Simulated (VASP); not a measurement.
# MgO (P6_3mc) in VASP: notebook, part 2 of 2

VASP 6.6.1. Earlier steps stand in the parts before.

### 5 Single point, r2SCAN

INCAR reads:

```
SYSTEM = MgO
  PREC = Accurate
  ENCUT = 800
  EDIFF = 1E-6
  ISMEAR = 0
  SIGMA = 0.5
  LREAL = .False.
  LASPH = .True.
  NELM = 100
  ALGO = Normal
  ISIF = 2
  LWAVE = .False.
  LCHARG = .False.
  METAGGA = R2SCAN
  LMIXTAU = .True.
  NBANDS = 16
  ADDGRID = .False.
```

KPOINTS reads:

```
Automatic mesh
0
Gamma
  4 4 2
  0 0 0
```

POSCAR reads:

```
MgO
1.0
    3.3077869865      0.0000000000      0.0000000000
   -1.6538934933      2.8646275606      0.0000000000
    0.0000000000      0.0000000000      4.9828816700
Mg O
2 2
Direct
    0.6666666667      0.3333333333      0.5021597400
    0.3333333333      0.6666666667      0.0021597400
    0.6666666667      0.3333333333      0.9024402600
    0.3333333333      0.6666666667      0.4024402600
```

Potentials or basis: VASP PAW PBE potentials, release 64 (Mg, O_h).

Launch:

```console
$ cat potpaw_PBE.64/Mg/POTCAR potpaw_PBE.64/O_h/POTCAR > POTCAR
$ mpirun -np 1 vasp_std > vasp.out
```

OUTCAR:

```text
SYSTEM = MgO
   PREC = Accurate
   ENCUT = 800
   EDIFF = 1E-6
   ISMEAR = 0
   LREAL = .False.
   LASPH = .True.
   NELM = 100
   ISIF = 2
   METAGGA = R2SCAN

 Found      8 irreducible k-points:

 Following reciprocal coordinates:
            Coordinates               Weight
  0.000000  0.000000  0.000000      1.000000
  0.250000  0.000000  0.000000      6.000000
  0.500000  0.000000  0.000000      3.000000
  0.250000  0.250000  0.000000      6.000000
  0.000000  0.000000  0.500000      1.000000
  0.250000  0.000000  0.500000      6.000000
   k-points           NKPTS =      8   k-points in BZ     NKDIM =      8   number of bands    NBANDS=     16
   number of dos      NEDOS =    301   number of ions     NIONS =      4
   total plane-waves  NPLWV =  49152
   dimension x,y,z NGX =    32 NGY =   32 NGZ =   48
   dimension x,y,z NGXF=    64 NGYF=   64 NGZF=   96
   ions per type =               2   2
   NGX,Y,Z   is equivalent  to a cutoff of  16.08, 16.08, 16.01 a.u.
   NGXF,Y,Z  is equivalent  to a cutoff of  32.17, 32.17, 32.03 a.u.
 SYSTEM =  MgO
   PREC   = accura    normal or accurate (medium, high low for compatibility)
   ISTART =      0    job   : 0-new  1-cont  2-samecut
   ICHARG =      2    charge: 1-file 2-atom 10-const
   ISPIN  =      1    spin polarized calculation?
   LNONCOLLINEAR =      F non collinear calculations
[... 62 lines left out ...]
  band No.  band energies     occupation
      1     -16.1615      2.00000
      2     -15.3776      2.00000
      3      -2.2190      2.00000
      4       0.2581      2.00000
      5       0.2581      2.00000
      6       0.6016      2.00000
[... 91 lines left out ...]
      3      -1.4547      2.00000
      4      -1.4547      2.00000
      5       0.2480      2.00000
      6       0.2480      2.00000
[... 8 lines left out ...]
     15      17.0573      0.00000
     16      17.0573      0.00000

 [... further k-points ...]

------------------------ aborting loop because EDIFF is reached ----------------------------------------

  FORCE on cell =-STRESS in cart. coord.  units (eV):
  Direction    XX          YY          ZZ          XY          YZ          ZX
  --------------------------------------------------------------------------------------
  -------------------------------------------------------------------------------------
  Total       -1.0750480     -1.0750480     -0.9896855      0.0000000      0.0000000     -0.0000000
  in kB      -36.4797766    -36.4797766    -33.5831573      0.0000000      0.0000000     -0.0000000
  external PRESSURE =     -35.5142369 kB  Pullay stress =       0.0000000 kB

 VOLUME and BASIS-vectors are now :
 -----------------------------------------------------------------------------
  energy-cutoff  :      800.00
  volume of cell :       47.22
      direct lattice vectors                 reciprocal lattice vectors
     3.307786987  0.000000000  0.000000000     0.302316928  0.174542760  0.000000000
    -1.653893493  2.864627561  0.000000000     0.000000000  0.349085519  0.000000000
     0.000000000  0.000000000  4.982881670     0.000000000  0.000000000  0.200687086

 POSITION                                       TOTAL-FORCE (eV/Angst)
 -----------------------------------------------------------------------------------
      1.65389      0.95488      2.50220        -0.000000      0.000000      0.032744
     -0.00000      1.90975      0.01076         0.000000     -0.000000      0.032744
      1.65389      0.95488      4.49675         0.000000     -0.000000     -0.032744
     -0.00000      1.90975      2.00531        -0.000000      0.000000     -0.032744
 -----------------------------------------------------------------------------------
    total drift:                               -0.000000      0.000000      0.010600

  FREE ENERGIE OF THE ION-ELECTRON SYSTEM (eV)
  ---------------------------------------------------
  free  energy   TOTEN  =       -31.8683975751 eV

  energy  without entropy=      -31.8683975744  energy(sigma->0) =      -31.86839757
```

OSZICAR:

```text
N       E                     dE             d eps       ncg     rms          rms(c)
DAV:   1     0.108775865218E+03    0.10878E+03   -0.96986E+03   256   0.131E+03
DAV:   2    -0.263379453467E+02   -0.13511E+03   -0.12138E+03   400   0.226E+02
DAV:   3    -0.410590735437E+02   -0.14721E+02   -0.14593E+02   288   0.859E+01
[... 12 lines left out ...]
DAV:  16    -0.318683813567E+02   -0.47443E-05   -0.49717E-05   256   0.906E-02    0.183E-03
DAV:  17    -0.318684014221E+02   -0.20065E-04   -0.45205E-06   256   0.251E-02    0.415E-03
DAV:  18    -0.318683929599E+02    0.84622E-05   -0.15624E-06   192   0.152E-02    0.113E-03
DAV:  19    -0.318683982871E+02   -0.53272E-05   -0.15638E-06   192   0.121E-02    0.441E-04
DAV:  20    -0.318683975751E+02    0.71200E-06   -0.14258E-07   128   0.315E-03
   1 F= -.31868398E+02 E0= -.31868398E+02  d E =-.754894E-09
```

Run time: 77 s. Hardware: 1 thread of AMD EPYC 7R43 (Zen 3), shared host; peak memory 0.19 GiB.

The run converged, but some of its settings lie outside the range that counts as converged, so its numbers aren't taken as properties of the crystal.

Results:

* Free energy: -31.8684 eV
* Largest force: 0.033 eV/Å
* Band gap on the k mesh: 4.12 eV, direct

Caveat: the k mesh is coarse (spacing up to 0.63 Å⁻¹), so the values aren't converged; the cutoff is under 1.25 times the usual one of these potentials, so pressure, stress and relaxed cells hold a basis-set (Pulay) error; the PAW data sets were made with another functional, which shifts forces and pressure a little.

### 6 The reference run

An earlier run on the cell as given: functional PBE; potentials or basis VASP PAW PBE potentials, release 64 (Mg, O); cutoff 520 eV; k mesh 9 × 9 × 6; occupations fermi-dirac, width 0.05 eV; no spin polarisation.

- Pressure: 3.0 GPa
- Largest force: 0.008 eV/Å
- Band gap on the k mesh: 3.46 eV, direct
